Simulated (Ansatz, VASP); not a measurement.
# Al in VASP and in Ansatz

```
CELL_PARAMETERS angstrom
-1.55874 1.55874 1.55874
1.55874 -1.55874 1.55874
1.55874 1.55874 -1.55874
ATOMIC_POSITIONS crystal
Al 0.00000 0.00000 0.00000
```

Change from the starting cell: volume scaled by 0.94.

Alike in both runs: task single point; functional PBEsol; k mesh 12 × 12 × 12; occupations fermi-dirac, width 0.05 eV; no spin polarisation.

```csv
,VASP,Ansatz
version,VASP 6.6.1,Ansatz 0.2.0
potentials or method,"VASP PAW PBE potentials, release 64 (Al), cutoff 520 eV","all-electron LAPW, scalar-relativistic"
```

Ansatz gave:

```
gap on the k mesh at the Fermi level (eV) : none
pressure (GPa)                            : 8.0
```

Question: What did VASP give for the same quantities?

Answer: gap on the k mesh at the Fermi level (eV): none; pressure (GPa): 8.1.

A gap of «none» marks a metal or a gap that the smearing closes. Ansatz ran all-electron here, so the differences hold the error of VASP's frozen core and of both bases.

Caveats: the PAW data sets were made with another functional, which shifts forces and pressure a little (VASP).
